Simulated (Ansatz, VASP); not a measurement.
## VClO in two plane-wave programs

Wanted: the spread between two codes on one cell, functional and k mesh.

Main program and level: Ansatz 0.2.0; plane waves, with VASP 6.6.1 beside it; single point at PBEsol.

In doubt: warnings of the run leave room for a lower electronic state, so energies may not be the lowest and differences between runs may mislead.

### 1. Set-up

It takes space group Pmmn (No. 59, orthorhombic). Conventional cell: a = 3.300 Å, b = 3.780 Å, c = 7.910 Å, α = 90.00°, β = 90.00°, γ = 90.00°. V has 4 O at 1.97 to 2.08 Å and 2 Cl at 2.36 Å nearest. Nearest to Cl lie 2 V at 2.36 Å. O has 4 V at 1.97 to 2.08 Å nearest. Farther neighbours and most contacts between anions are not listed.

### 2. VASP: single point, PBEsol

A single point gives forces, pressure and levels at one fixed geometry, so differences don't come from the geometry; what else differs is listed under the comparison.

Lines of VASP's logs that name or quote its potential files are left out, and so is its time.

INCAR reads:

```
SYSTEM = VClO
PREC = Accurate
ENCUT = 520
EDIFF = 1E-05
NELM = 100
ISMEAR = 0
SIGMA = 0.05
LREAL = .FALSE.
ALGO = Normal
GGA = PS
NBANDS = 35
ISPIN = 2
MAGMOM = 2 -2 0 0 0 0
LMAXMIX = 4
LORBIT = 11
LWAVE = .FALSE.
LCHARG = .FALSE.
KPAR = 4
```

POSCAR reads:

```
VClO
1.0
    3.3000000000      0.0000000000      0.0000000000
    0.0000000000      3.7800000000      0.0000000000
    0.0000000000      0.0000000000      7.9100000000
V Cl O
2 2 2
Direct
    0.5000000000      0.0000000000      0.8852000000
    0.0000000000      0.5000000000      0.1148000000
    0.0000000000      0.0000000000      0.6721000000
    0.5000000000      0.5000000000      0.3279000000
    0.0000000000      0.0000000000      0.0458000000
    0.5000000000      0.5000000000      0.9542000000
```

KPOINTS reads:

```
Automatic mesh
0
Gamma
6 6 4
0 0 0
```

PAW data sets: V_sv, Cl and O (PBE family, release 64).

On the command line:

```console
$ mpirun -np 4 vasp_std
```

Numbers of over 12 decimals in the logs are rounded to 6 here.

The program printed:

```text
[banner, memory and clock lines left out]
running    4 mpi-ranks, on    1 nodes
 distrk:  each k-point on    1 cores,    4 groups
 distr:  one band on    1 cores,    1 groups

 POSCAR found type information on POSCAR V ClO
 POSCAR found :  3 types and       6 ions
|                                                                             |
|               ----> ADVICE to this user running VASP <----                  |
|                                                                             |
|     You enforced a specific xc type in the INCAR file but a different       |
|     [... a line on the potential file left out ...]
|     I HOPE YOU KNOW WHAT YOU ARE DOING!                                     |
|                                                                             |

 LDA part: xc-table for (Slater+PW92), standard interpolation
 POSCAR, INCAR and KPOINTS ok, starting setup
 FFT: planning ... GRIDC
 FFT: planning ... GRID_SOFT
 FFT: planning ... GRID
 WAVECAR not read
 entering main loop
       N       E                     dE             d eps       ncg     rms          rms(c)
DAV:   1     0.615183641606E+03    0.61518E+03   -0.28830E+04  7072   0.147E+03
DAV:   2     0.467581133603E+01   -0.61051E+03   -0.58607E+03  7180   0.442E+02
DAV:   3    -0.508747098137E+02   -0.55551E+02   -0.54535E+02  8094   0.134E+02
DAV:   4    -0.522357394396E+02   -0.13610E+01   -0.13554E+01  8035   0.200E+01
DAV:   5    -0.522553585827E+02   -0.19619E-01   -0.19613E-01  7849   0.264E+00    0.326E+01
DAV:   6    -0.453367236401E+02    0.69186E+01   -0.52086E+01  8171   0.545E+01    0.138E+01
DAV:   7    -0.445924429619E+02    0.74428E+00   -0.11803E+01  7711   0.327E+01    0.125E+01
DAV:   8    -0.443411643957E+02    0.25128E+00   -0.13293E+00  7288   0.873E+00    0.305E+00
DAV:   9    -0.443532429985E+02   -0.12079E-01   -0.15603E-01  8079   0.298E+00    0.801E-01
DAV:  10    -0.443548785740E+02   -0.16356E-02   -0.33560E-02  7304   0.132E+00    0.607E-01
DAV:  11    -0.443567430718E+02   -0.18645E-02   -0.61861E-03  7751   0.376E-01    0.339E-01
DAV:  12    -0.443565636652E+02    0.17941E-03   -0.17775E-03  7703   0.251E-01    0.221E-01
DAV:  13    -0.443563313143E+02    0.23235E-03   -0.15844E-03  8247   0.208E-01    0.113E-01
DAV:  14    -0.443564024743E+02   -0.71160E-04   -0.27533E-04  7548   0.114E-01    0.686E-02
DAV:  15    -0.443563994231E+02    0.30512E-05   -0.10428E-04  7923   0.633E-02    0.275E-02
DAV:  16    -0.443564018278E+02   -0.24047E-05   -0.94410E-06  4182   0.208E-02
   1 F= -.44356402E+02 E0= -.44351349E+02  d E =-.101059E-01  mag=     0.0000
```

Parts of OUTCAR (step 2):

```text
ion  position               nearest neighbor table
   1  0.500  0.000  0.885-   6 1.97   6 1.97   5 2.08   5 2.08   3 2.36   3 2.36
   2  0.000  0.500  0.115-   5 1.97   5 1.97   6 2.08   6 2.08   4 2.36   4 2.36
   3  0.000  0.000  0.672-   1 2.36   1 2.36
   4  0.500  0.500  0.328-   2 2.36   2 2.36
   5  0.000  0.000  0.046-   2 1.97   2 1.97   1 2.08   1 2.08
   6  0.500  0.500  0.954-   1 1.97   1 1.97   2 2.08   2 2.08

  LATTYP: Found a simple orthorhombic cell.
 ALAT       =     3.3000000000
 B/A-ratio  =     1.1454545455
 C/A-ratio  =     2.3969696970

 Subroutine GETGRP returns: Found  8 space group operations
 (whereof  4 operations were pure point group operations)

The static configuration has the point symmetry C_2v.
 The point group associated with its full space group is D_2h.

 Found     48 irreducible k-points:

   k-points           NKPTS =     48   k-points in BZ     NKDIM =     48   number of bands    NBANDS=     35

   dimension x,y,z NGX =    28 NGY =   28 NGZ =   60
   dimension x,y,z NGXF=    56 NGYF=   56 NGZF=  120

   ENCUT  =  520.0 eV  38.22 Ry    6.18 a.u.   6.14  7.03 14.71*2*pi/ulx,y,z

   NELECT =      52.0000    total number of electrons

 k-points in reciprocal lattice and weights: Automatic mesh
   0.00000000  0.00000000  0.00000000       0.007
   0.16666667  0.00000000  0.00000000       0.014
   0.33333333  0.00000000  0.00000000       0.014
   0.50000000  0.00000000  0.00000000       0.007
   0.00000000  0.16666667  0.00000000       0.014
   0.16666667  0.16666667  0.00000000       0.028
   0.33333333  0.16666667  0.00000000       0.028
   0.50000000  0.16666667  0.00000000       0.014
   0.00000000  0.33333333  0.00000000       0.014
[...]
0.33333333  0.50000000  0.50000000       0.014
   0.50000000  0.50000000  0.50000000       0.007

 average (electrostatic) potential at core
       1 -76.2681       2 -76.2681       3 -91.8511       4 -91.8511       5 -71.8877
       6 -71.8877

 E-fermi :   4.5505

 spin component 1
 k-point     1 :       0.0000    0.0000    0.0000
  band No.  band energies     occupation
    ...
     22       1.2573      1.00000
     23       1.3207      1.00000
     24       1.6888      1.00000
     25       3.7547      1.00000
     26       3.9109      1.00000
     27       5.3819      0.00000
     28       5.7480      0.00000
     29       5.8676      0.00000
     30       6.4826      0.00000
     31       6.6794      0.00000
    ...

 k-point     2 :       0.1667    0.0000    0.0000
  band No.  band energies     occupation
    ...
     22       1.0396      1.00000
     23       1.2495      1.00000
     24       1.3351      1.00000
     25       3.9032      1.00000
     26       4.2326      1.00000
     27       5.2875      0.00000
     28       5.8578      0.00000
     29       6.0113      0.00000
     30       6.3187      0.00000
     31       6.6419      0.00000
    ...

 k-point     3 :       0.3333    0.0000    0.0000
  band No.  band energies     occupation
    ...
     22       0.8115      1.00000
     23       1.2724      1.00000
     24       1.4840      1.00000
     25       4.1616      1.00000
     26       4.4157      0.99993
     27       5.0575      0.00000
     28       5.8659      0.00000
     29       6.1589      0.00000
     30       6.3567      0.00000
     31       6.5387      0.00000
    ...

 k-point     4 :       0.5000    0.0000    0.0000
  band No.  band energies     occupation
    ...
     22       0.5723      1.00000
     23       1.4343      1.00000
     24       1.5302      1.00000
     25       4.3057      1.00000
     26       4.3734      1.00000
     27       4.9006      0.00000
     28       5.8904      0.00000
     29       6.3308      0.00000
     30       6.3885      0.00000
     31       6.4535      0.00000
    ...

 k-point     5 :       0.0000    0.1667    0.0000
  band No.  band energies     occupation
    ...
     22       0.9996      1.00000
     23       1.3016      1.00000
     24       1.5087      1.00000
     25       3.9162      1.00000
     26       4.0808      1.00000
     27       4.9094      0.00000
     28       5.8283      0.00000
     29       5.9203      0.00000
     30       6.3495      0.00000
     31       6.8031      0.00000
    ...

 k-point     6 :       0.1667    0.1667    0.0000
  band No.  band energies     occupation
    ...
     22       0.8233      1.00000
     23       1.2091      1.00000
     24       1.2773      1.00000
     25       4.1220      1.00000
     26       4.2476      1.00000
     27       4.8024      0.00000
     28       5.8297      0.00000
     29       6.1737      0.00000
     30       6.2942      0.00000
     31       6.4695      0.00000
    ...

  Total       -0.8691446     -2.6497241     -1.5041871      0.0000000      0.0000000      0.0000000
  in kB      -14.1130345    -43.0258068    -24.4247559      0.0000000      0.0000000      0.0000000
  external PRESSURE =     -27.1878657 kB  Pullay stress =       0.0000000 kB

  energy-cutoff  :      520.00
  volume of cell :       98.67
      direct lattice vectors                 reciprocal lattice vectors
     3.300000000  0.000000000  0.000000000     0.303030303  0.000000000  0.000000000
     0.000000000  3.780000000  0.000000000     0.000000000  0.264550265  0.000000000
     0.000000000  0.000000000  7.910000000     0.000000000  0.000000000  0.126422250

 POSITION                                       TOTAL-FORCE (eV/Angst)
 -----------------------------------------------------------------------------------
      1.65000      0.00000      7.00193         0.000000      0.000000      0.045038
      0.00000      1.89000      0.90807         0.000000      0.000000     -0.045038
      0.00000      0.00000      5.31631         0.000000      0.000000      0.365395
      1.65000      1.89000      2.59369         0.000000      0.000000     -0.365395
      0.00000      0.00000      0.36228         0.000000      0.000000      0.271231
      1.65000      1.89000      7.54772         0.000000      0.000000     -0.271231
 -----------------------------------------------------------------------------------
    total drift:                                0.000000      0.000000      0.000000

  FREE ENERGIE OF THE ION-ELECTRON SYSTEM (eV)
  ---------------------------------------------------
  free  energy   TOTEN  =       -44.3564018278 eV

  energy  without entropy=      -44.3462959333  energy(sigma->0) =      -44.35134888

 total charge
# of ion       s       p       d       tot
------------------------------------------
    1        2.222   6.217   2.990  11.428
    2        2.222   6.217   2.990  11.428
    3        1.593   3.507   0.000   5.100
    4        1.593   3.507   0.000   5.100
    5        1.555   3.476   0.000   5.032
    6        1.555   3.476   0.000   5.032
--------------------------------------------------
tot         10.739  26.399   5.980  43.119

 magnetization (x)
# of ion       s       p       d       tot
------------------------------------------
    1        0.016   0.015   1.781   1.811
    2       -0.016  -0.015  -1.781  -1.811
    3       -0.001  -0.021   0.000  -0.022
    4        0.001   0.021   0.000   0.022
    5        0.001   0.041   0.000   0.042
    6       -0.001  -0.041   0.000  -0.042
--------------------------------------------------
tot          0.000   0.000   0.000   0.000

[... 1 further part left out ...]
```

The magnetic state follows from one typed start and may not be the lowest. LASPH is off, so gradient terms of the non-spherical density inside the spheres are left out; for open d or f shells this can shift gaps and moments. Oxides and halides of V are often magnetic insulators, and a metal at this level, without U or exact exchange, may be an artefact.

(Continued in part 2 of 2.)

[Lines on the potential files, build, host, timing and source positions are cut from VASP's logs without a mark.]

[Logs are printed without paths, hosts, clocks, repeated set-up lines and the standing remarks that a program may print on its own settings, such as how far it seeks lower states.]

[Hosts, paths, dates, database ids (printed as entryN), source tags and the programs' standing remarks are cut or masked in the printed files.]
